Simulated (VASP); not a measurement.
# Sr (Im-3m) in VASP: a series of runs

Runs on Sr. Level: PBE. Tasks: density of states, electric field gradients.

Program: VASP 6.6.1. These are calculated values, not measurements. Logs are shortened: lines on timing, memory, paths and dates and some standing lists are left out, and cuts for length are marked.

## Step 1: The structure

Symmetry: Im-3m, No. 229, cubic system. Conventional cell: a = 4.850 Å, b = 4.850 Å, c = 4.850 Å, α = 90.00°, β = 90.00°, γ = 90.00°. Around Sr (site symmetry m-3m) lie 8 Sr at 4.20 Å.

This isn't the form of Sr at room conditions, which is fcc.

## Step 2: Density of states, PBE

File POSCAR:

```
Sr
1.0
   -2.4250000000      2.4250000000      2.4250000000
    2.4250000000     -2.4250000000      2.4250000000
    2.4250000000      2.4250000000     -2.4250000000
Sr
1
Direct
    0.0000000000      0.0000000000      0.0000000000
```

File INCAR.step1:

```
SYSTEM = Sr
PREC = Accurate ; ENCUT = 520
EDIFF = 1E-6 ; ISMEAR = -1
SIGMA = 0.05 ; LREAL = .FALSE.
LASPH = .TRUE. ; NELM = 100
ALGO = Fast ; ISIF = 2
LWAVE = .FALSE. ; LCHARG = .TRUE.
GGA = PE ; NBANDS = 11
```

File KPOINTS.step1:

```
regular mesh
0
G
  12 12 12
  0 0 0
```

File INCAR.step2:

```
SYSTEM = Sr
PREC = Accurate ; ENCUT = 520
EDIFF = 1E-6 ; ISMEAR = -5
SIGMA = 0.05 ; LREAL = .FALSE.
LASPH = .TRUE. ; NELM = 100
ALGO = Fast ; ISIF = 2
LWAVE = .FALSE. ; LCHARG = .FALSE.
GGA = PE ; LORBIT = 11
NEDOS = 2001 ; ICHARG = 11
```

File KPOINTS.step2:

```
regular mesh
0
G
  18 18 18
  0 0 0
```

Potentials or basis: VASP PAW PBE potentials, release 64 (Sr_sv).

Started as:

```sh
$ cat potpaw_PBE.64/Sr_sv/POTCAR > POTCAR
$ cp INCAR.step1 INCAR
$ cp KPOINTS.step1 KPOINTS
$ mpirun -np 1 vasp_std > vasp.out
$ cp INCAR.step2 INCAR
$ cp KPOINTS.step2 KPOINTS
$ mpirun -np 1 vasp_std > vasp.out
```

OUTCAR:

```text
SYSTEM = Sr
   PREC = Accurate
   ENCUT = 520
   EDIFF = 1E-6
   ISMEAR = -5
   LREAL = .FALSE.
   LASPH = .TRUE.
   NELM = 100
   ISIF = 2
   GGA = PE
   LORBIT = 11
   ICHARG = 11

 ion  position               nearest neighbor table
   1  0.000  0.000  0.000-

  LATTYP: Found a body centered cubic cell.
 ALAT       =     4.8500000000

  Lattice vectors:

 A1 = (  -2.4250000000,   2.4250000000,   2.4250000000)
 A2 = (   2.4250000000,  -2.4250000000,   2.4250000000)
 A3 = (   2.4250000000,   2.4250000000,  -2.4250000000)

Analysis of symmetry for initial positions (statically):
=====================================================================
 Subroutine PRICEL returns:
 Original cell was already a primitive cell.

 Routine SETGRP: Setting up the symmetry group for a
 body centered cubic supercell.

 Subroutine GETGRP returns: Found 48 space group operations
 (whereof 48 operations were pure point group operations)
 out of a pool of 48 trial point group operations.

The static configuration has the point symmetry O_h .

Analysis of symmetry for dynamics (positions and initial velocities):
=====================================================================
 Subroutine PRICEL returns:
 Original cell was already a primitive cell.

 Routine SETGRP: Setting up the symmetry group for a
 body centered cubic supercell.

 Subroutine GETGRP returns: Found 48 space group operations
 (whereof 48 operations were pure point group operations)
 out of a pool of 48 trial point group operations.

The dynamic configuration has the point symmetry O_h .

 Subroutine INISYM returns: Found 48 space group operations
 (whereof 48 operations are pure point group operations),
 and found     1 'primitive' translations

----------------------------------------------------------------------------------------

                                     Primitive cell

  volume of cell :      57.0421

  direct lattice vectors                    reciprocal lattice vectors
    -2.425000000  2.425000000  2.425000000     0.000000000  0.206185567  0.206185567
     2.425000000 -2.425000000  2.425000000     0.206185567  0.000000000  0.206185567
     2.425000000  2.425000000 -2.425000000     0.206185567  0.206185567  0.000000000

  length of vectors
     4.200223208  4.200223208  4.200223208     0.291590425  0.291590425  0.291590425

  position of ions in fractional coordinates (direct lattice)
[... 75 lines left out ...]
   LSORBIT =      F    spin-orbit coupling
   LASPH  =      T    aspherical Exc in radial PAW
   ENCUT  =  520.0 eV  38.22 Ry    6.18 a.u.   7.81  7.81  7.81*2*pi/ulx,y,z
   NELM   =    100;   NELMIN=  2; NELMDL=  0     # of ELM steps
   EDIFF  = 0.1E-05   stopping-criterion for ELM
   LREAL  =      F    real-space projection
[... 11 lines left out ...]
   EMIN   =  10.00;   EMAX   =-10.00  energy-range for DOS
   EFERMI =   0.00;   METHOD = LEGACY
   ISMEAR =    -5;   SIGMA  =   0.05  broadening in eV -4-tet -1-fermi 0-gaus
   EFERMI_NEDOS =   21; number of points for ismear=-14 and -15
   IALGO  =     68    algorithm
   IMIX   =      4    mixing-type and parameters
     AMIX     =   0.40;   BMIX     =  1.00
     AMIX_MAG =   1.60;   BMIX_MAG =  1.00
  volume/ion in A,a.u.               =      57.04       384.94
  Fermi-wavevector in a.u.,A,eV,Ry     =   0.916241  1.731445 11.422060  0.839498
  Thomas-Fermi vector in A             =   2.041074
   LORBIT       =     11    0 simple, 1 ext, 2 COOP (PROOUT), +10 PAW based schemes
   GGA     = PE    functional components
   LHFCALC =     F    Hartree Fock is set to
   AEXX    =    0.0000 exact exchange contribution
   IVDW    =     0    specifies the selected vdW correction
   LEPSILON=     F    determine dielectric tensor
   LRPA    =     F    only Hartree local field effects (RPA)
 non-spin polarized calculation
 RMM-DIIS sequential band-by-band and
 Fermi weights with tetrahedron method with Bloechl corrections
  energy-cutoff  :      520.00
  volume of cell :       57.04
 maximum number of plane-waves:      1566

 number of electron      10.0000000 magnetization

 Free energy of the ion-electron system (eV)
  ---------------------------------------------------
  ext. energy  EPLUGINS =         0.00000000
  ---------------------------------------------------
  free energy    TOTEN  =        -1.62536493 eV

  energy without entropy =       -1.62536493  energy(sigma->0) =       -1.62536493

 E-fermi :   1.4883     XC(G=0):  -7.2385

 val. band max:        1.5393708384   @ k =  -0.3889  -0.3889   0.1111
 cond. band min:       1.4595928510   @ k =   0.5000   0.5000   0.2778
 fundamental gap:     -0.0797779873
 Fermi energy:         1.4883431451

 k-point     1 :       0.0000    0.0000    0.0000
  band No.  band energies     occupation
      1     -35.2254      2.00000
      2     -17.1174      2.00000
      3     -17.1174      2.00000
      4     -17.1174      2.00000
      5      -2.1216      2.00000
      6       3.7937      0.00000
      7       3.7937      0.00000
      8       3.7937      0.00000
      9       5.0717      0.00000
[... 265 lines left out ...]
 k-point    24 :       0.3889    0.1111    0.0000
  band No.  band energies     occupation
      1     -35.2126      2.00000
      2     -17.2796      2.00000
      3     -17.1795      2.00000
      4     -17.1249      2.00000
      5       0.4582      2.00000
      6       1.7593      0.00000
      7       2.6325      0.00000
      8       4.7981      0.00000
      9       5.4971      0.00000

 [... further k-points ...]

------------------------ aborting loop because EDIFF is reached ----------------------------------------

  FORCE on cell =-STRESS in cart. coord.  units (eV):
  Direction    XX          YY          ZZ          XY          YZ          ZX
  --------------------------------------------------------------------------------------
  -------------------------------------------------------------------------------------
  Total       -0.2131909     -0.2131909     -0.2131909     -0.0000000     -0.0000000      0.0000000
  in kB       -5.9880300     -5.9880300     -5.9880300     -0.0000000     -0.0000000      0.0000000
  external PRESSURE =      -5.9880300 kB  Pullay stress =       0.0000000 kB

 VOLUME and BASIS-vectors are now :
 -----------------------------------------------------------------------------
  energy-cutoff  :      520.00
  volume of cell :       57.04
      direct lattice vectors                 reciprocal lattice vectors
    -2.425000000  2.425000000  2.425000000     0.000000000  0.206185567  0.206185567
     2.425000000 -2.425000000  2.425000000     0.206185567  0.000000000  0.206185567
     2.425000000  2.425000000 -2.425000000     0.206185567  0.206185567  0.000000000

 POSITION                                       TOTAL-FORCE (eV/Angst)
 -----------------------------------------------------------------------------------
      0.00000      0.00000      0.00000         0.000000     -0.000000      0.000000
 -----------------------------------------------------------------------------------
    total drift:                               -0.000000      0.000000      0.000000

  FREE ENERGIE OF THE ION-ELECTRON SYSTEM (eV)
  ---------------------------------------------------
  free  energy   TOTEN  =        -1.6253649277 eV

  energy  without entropy=       -1.6253649277  energy(sigma->0) =       -1.62536493

 total charge

# of ion       s       p       d       tot
------------------------------------------
    1        2.062   5.711   0.130   7.904
```

OUTCAR.step1:

```text
SYSTEM = Sr
   PREC = Accurate
   ENCUT = 520
   EDIFF = 1E-6
   ISMEAR = -1
   LREAL = .FALSE.
[... 555 lines left out ...]
 -----------------------------------------------------------------------------------
      0.00000      0.00000      0.00000        -0.000000     -0.000000     -0.000000
 -----------------------------------------------------------------------------------
    total drift:                               -0.000000      0.000000     -0.000000

  FREE ENERGIE OF THE ION-ELECTRON SYSTEM (eV)
  ---------------------------------------------------
  free  energy   TOTEN  =        -1.6300769403 eV

  energy  without entropy=       -1.6181030727  energy(sigma->0) =       -1.62409001
```

It took 45 s on 1 thread of Intel Xeon Platinum 8375C at 2.90GHz (Ice Lake), shared host; peak memory 0.26 GiB.

Results:

```
Valence electrons inside the program's atomic spheres : Sr 7.90
```

Levels at points of the mesh, in eV from the Fermi level:
| k point | band 2 | band 3 | band 4 | band 5 | band 6 | band 7 | band 8 | band 9 |
| --- | --- | --- | --- | --- | --- | --- | --- | --- |
| (0.00, 0.00, 0.00) | -18.61 | -18.61 | -18.61 | -3.61 | 2.31 | 2.31 | 2.31 | 3.58 |
| (0.50, 0.00, 0.00) | -18.78 | -18.66 | -18.61 | -1.00 | 0.15 | 1.19 | 3.39 | 4.12 |
| (0.50, 0.50, 0.50) | -18.73 | -18.73 | -18.73 | -0.11 | -0.11 | 3.45 | 3.45 | 3.45 |

States per cell in windows of 0.5 eV (zero at the Fermi level; states under -8 eV left out):
```csv
from (eV),total,Sr1_d,Sr1_p,Sr1_s
-8.0,0.00,0.00,0.00,0.00
-7.5,0.00,0.00,0.00,0.00
-7.0,0.00,0.00,0.00,0.00
-6.5,0.00,0.00,0.00,0.00
-6.0,0.00,0.00,0.00,0.00
-5.5,0.00,0.00,0.00,0.00
-5.0,0.00,0.00,0.00,0.00
-4.5,0.00,0.00,0.00,0.00
-4.0,0.00,0.00,0.00,0.00
-3.5,0.09,0.00,0.00,0.01
-3.0,0.14,0.00,0.00,0.01
-2.5,0.20,0.00,0.01,0.01
-2.0,0.26,0.01,0.01,0.02
-1.5,0.38,0.02,0.01,0.02
-1.0,0.48,0.04,0.02,0.02
-0.5,0.44,0.06,0.01,0.01
0.0,1.06,0.15,0.06,0.00
0.5,0.89,0.20,0.03,0.00
1.0,1.12,0.35,0.02,0.00
1.5,0.73,0.25,0.01,0.00
2.0,0.47,0.16,0.01,0.00
2.5,0.70,0.26,0.01,0.01
3.0,1.23,0.51,0.02,0.02
3.5,1.35,0.63,0.02,0.02
4.0,0.49,0.26,0.00,0.01
4.5,0.00,0.00,0.00,0.00
5.0,0.00,0.00,0.00,0.00
5.5,0.00,0.00,0.00,0.00
```

Caveat: tetrahedron occupations give inexact forces and stress in metals.

## Step 3: Electric field gradients, PBE

File INCAR:

```
ALGO = Fast ; EDIFF = 1E-8
ENCUT = 520 ; GGA = PE
ISIF = 2 ; ISMEAR = -1
LASPH = True ; LCHARG = False
LEFG = True ; LREAL = False
LWAVE = False ; NBANDS = 11
NELM = 100 ; PREC = Accurate
SIGMA = 0.05
```

File KPOINTS:

```
k-points
0
Gamma
  12 12 12
```

POSCAR is that of step 2.

Potentials or basis: VASP PAW PBE potentials, release 64 (Sr_sv).

Started as:

```sh
$ cat potpaw_PBE.64/Sr_sv/POTCAR > POTCAR
$ mpirun -np 1 vasp_std > vasp.out
```

OUTCAR:

```text
EDIFF = 1E-8
   ENCUT = 520
   GGA = PE
   ISIF = 2
   ISMEAR = -1
   LASPH = True
   LREAL = False
   NELM = 100
   PREC = Accurate

 ion  position               nearest neighbor table
   1  0.000  0.000  0.000-

  LATTYP: Found a body centered cubic cell.
 ALAT       =     4.8500000000

  Lattice vectors:

 A1 = (  -2.4250000000,   2.4250000000,   2.4250000000)
 A2 = (   2.4250000000,  -2.4250000000,   2.4250000000)
 A3 = (   2.4250000000,   2.4250000000,  -2.4250000000)

Analysis of symmetry for initial positions (statically):
=====================================================================
 Subroutine PRICEL returns:
 Original cell was already a primitive cell.

 Routine SETGRP: Setting up the symmetry group for a
 body centered cubic supercell.

[... 518 lines left out ...]
  external PRESSURE =      -5.9002653 kB  Pullay stress =       0.0000000 kB

 VOLUME and BASIS-vectors are now :
 -----------------------------------------------------------------------------
  energy-cutoff  :      520.00
  volume of cell :       57.04
      direct lattice vectors                 reciprocal lattice vectors
    -2.425000000  2.425000000  2.425000000     0.000000000  0.206185567  0.206185567
     2.425000000 -2.425000000  2.425000000     0.206185567  0.000000000  0.206185567
     2.425000000  2.425000000 -2.425000000     0.206185567  0.206185567  0.000000000

 POSITION                                       TOTAL-FORCE (eV/Angst)
 -----------------------------------------------------------------------------------
      0.00000      0.00000      0.00000        -0.000000      0.000000     -0.000000
 -----------------------------------------------------------------------------------
    total drift:                               -0.000000      0.000000     -0.000000

  FREE ENERGIE OF THE ION-ELECTRON SYSTEM (eV)
  ---------------------------------------------------
  free  energy   TOTEN  =        -1.6300774746 eV

  energy  without entropy=       -1.6181035210  energy(sigma->0) =       -1.62409050

 Electric field gradients (V/A^2)
---------------------------------------------------------------------
 ion       V_xx      V_yy      V_zz      V_xy      V_xz      V_yz
---------------------------------------------------------------------
   1       0.000    -0.000     0.000    -0.000    -0.000    -0.000
---------------------------------------------------------------------

 Electric field gradients after diagonalization (V/A^2)
 (convention: |V_zz| > |V_xx| > |V_yy|)
----------------------------------------------------------------------
 ion       V_xx      V_yy      V_zz     asymmetry (V_yy - V_xx)/ V_zz
----------------------------------------------------------------------
   1       0.000     0.000    -0.000       0.000
----------------------------------------------------------------------

           NMR quadrupolar parameters

 Cq : quadrupolar parameter    Cq=e*Q*V_zz/h
 eta: asymmetry parameters     (V_yy - V_xx)/ V_zz
 Q  : nuclear electric quadrupole moment in mb (millibarn)
----------------------------------------------------------------------
 ion       Cq(MHz)       eta       Q (mb)
----------------------------------------------------------------------
   1      -0.000       0.000       1.000
----------------------------------------------------------------------
```

Run time: 26 s. Hardware: 1 thread of Intel Xeon Platinum 8375C at 2.90GHz (Ice Lake), shared host; peak memory 0.19 GiB.

What came out:

| Quantity | Value |
| --- | --- |
| Free energy | -1.6301 eV |
| Pressure | -0.6 GPa |
| Band gap on the k mesh | none (metal or under the smearing width) |

Electric field gradients, principal values (V/Å²):
| atom | Vxx | Vyy | Vzz |
| --- | --- | --- | --- |
| 1 Sr | 0.000 | 0.000 | 0.000 |
